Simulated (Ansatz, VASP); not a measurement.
Two plane-wave programs on BN

INCAR

```
SYSTEM = BN
ALGO     = Normal         ! electronic algorithm
EDIFF    = 1E-6           ! SCF threshold, eV
EDIFFG   = -0.01          ! ionic threshold
ENCUT    = 600            ! plane-wave cutoff, eV
GGA      = PE             ! functional
IBRION   = 2              ! ionic algorithm
ISIF     = 4              ! what is computed and relaxed
ISMEAR   = 0              ! smearing method
IVDW     = 12             ! dispersion correction
LASPH    = .TRUE.         ! aspherical terms in the spheres
LCHARG   = .FALSE.        ! write CHGCAR
LREAL    = .FALSE.        ! projectors in reciprocal space
LWAVE    = .FALSE.        ! write WAVECAR
NELM     = 100            ! most SCF steps
NSW      = 50             ! ionic steps
PREC     = Accurate       ! precision mode
SIGMA    = 0.02           ! smearing width, eV
```

File KPOINTS:

```
k-points
0
G
  12 12 4
  0 0 0
```

POSCAR

```
BN
1.0
    2.4780253774      0.0000000000      0.0000000000
   -1.2390126887      2.1460329281      0.0000000000
    0.0000000000      0.0000000000      6.3606024181
B N
2 2
Direct
    0.3333333333      0.6666666667      0.2500000000
    0.6666666667      0.3333333333      0.7500000000
    0.3333333333      0.6666666667      0.7500000000
    0.6666666667      0.3333333333      0.2500000000
```

Input for Ansatz:

```yaml
crystal:
  lattice:
    - [2.4780253774, 0.0, 0.0]
    - [-1.2390126887, 2.1460329281, 0.0]
    - [0.0, 0.0, 6.3606024181]
  atoms:
    - { symbol: B, position: [0.3333333333, 0.6666666667, 0.25] }
    - { symbol: B, position: [0.6666666667, 0.3333333333, 0.75] }
    - { symbol: "N", position: [0.3333333333, 0.6666666667, 0.75] }
    - { symbol: "N", position: [0.6666666667, 0.3333333333, 0.25] }
basis:
  ecutwfc: 420
kpoints:
  mp_grid: { grid: [12, 12, 4] }
hamiltonian:
  xc: pbe
  dispersion: d3bj
scf:
  occupations: { method: gaussian, width: 0.02 }
output:
  forces: true
  stress: true
  eigenvalues: true
  write_density: true
  write_potential: true
  elf: true
  volumetric_format: npy
relax:
  adjacent_minimum: "off"
  f_tol: 0.01
  max_steps: 30
  cell: { stress_tol: 0.1, fix: [volume] }
```

Alike in both runs: task relaxation of shape and atoms at fixed volume; functional PBE; dispersion D3(BJ); k mesh 12 × 12 × 4; occupations gaussian, width 0.02 eV; no spin polarisation.

|  | VASP | Ansatz |
| --- | --- | --- |
| version | VASP 6.6.1 | Ansatz 0.2.0 |
| potentials or method | VASP PAW PBE potentials, release 64 (B, N) | scalar-relativistic, plane waves, PAW |
| plane-wave cutoff (eV) | 600 | 420 |
| valence electrons in the cell | 16 | 16 |

```tsv
	VASP	Ansatz	Ansatz less VASP
gap on the k mesh at the Fermi level, each at its own relaxed structure (eV)	4.14	4.15	+0.010
relaxed volume (Å³/atom)	8.46	8.46	0.000
relaxed cell length with the largest relative difference (Å)	6.241	6.243	+0.0028
energy change over the relaxation (meV/atom)	-6	-6	+0.2
```

A k mesh can miss the band edges. Expect the measured gap to be larger: semilocal functionals such as PBE lack the derivative discontinuity.
